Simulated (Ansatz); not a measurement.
**HgTe: the relaxed cell by functional**

The starting cell is an entry of the Crystallography Open Database (1963):

```
Hg Te
1.0
     0.00000    3.21450    3.21450
     3.21450    0.00000    3.21450
     3.21450    3.21450    0.00000
Hg Te
1 1
Direct
  0.00000 0.00000 0.00000
  0.25000 0.25000 0.25000
```

Atoms and cell were relaxed at zero pressure with plane-wave PAW DFT (Ansatz 0.2.0; one set of PAW datasets, made under PBE, for all functionals; 420 eV, r2SCAN 500 eV; 9×9×9 Γ-centred mesh, fermi-dirac occupations of width 0.100 eV; no spin polarisation, no spin-orbit coupling, no dispersion correction), keeping the symmetry (F-43m, No. 216).

**Question.** What cells and energies do LDA, PBEsol, PBE, r2SCAN give?

**Answer.** The relaxed conventional cells:

| functional | a (Å) | volume (Å³/atom) | formation energy (eV/atom) |
| --- | --- | --- | --- |
| LDA | 6.435 | 33.31 | -0.127 |
| PBEsol | 6.510 | 34.49 | -0.143 |
| PBE | 6.654 | 36.82 | -0.172 |
| r2SCAN | 6.572 | 35.48 | -0.199 |
| the entry | 6.429 | 33.22 | – |

LDA gives the smallest volume and PBE the largest, 10.5 % more, the usual order, since LDA overbinds and PBE's gradient terms loosen the lattice. Against the entry's volume: LDA +0.3 %, PBEsol +3.8 %, PBE +10.8 %, r2SCAN +6.8 %. No verdict is drawn from this: the entry is old or was flagged in a check, so the entry may be off as well as the functionals. The formation energies span 0.07 eV an atom, lowest under r2SCAN.

Caveats: each relaxation keeps the start's symmetry, so a distorted cell may lie lower; computed cells are at 0 K with fixed nuclei, while the entry holds thermal expansion, often some tenths of a per cent in volume and more in soft crystals; no spin-orbit coupling, which moves formation energies of heavy elements; the relaxed cell lies far from the entry, by an error of the functional or of the entry; formation energies are at zero smearing against the elements' usual phases under the same functional, gases as free molecules, uncorrected.
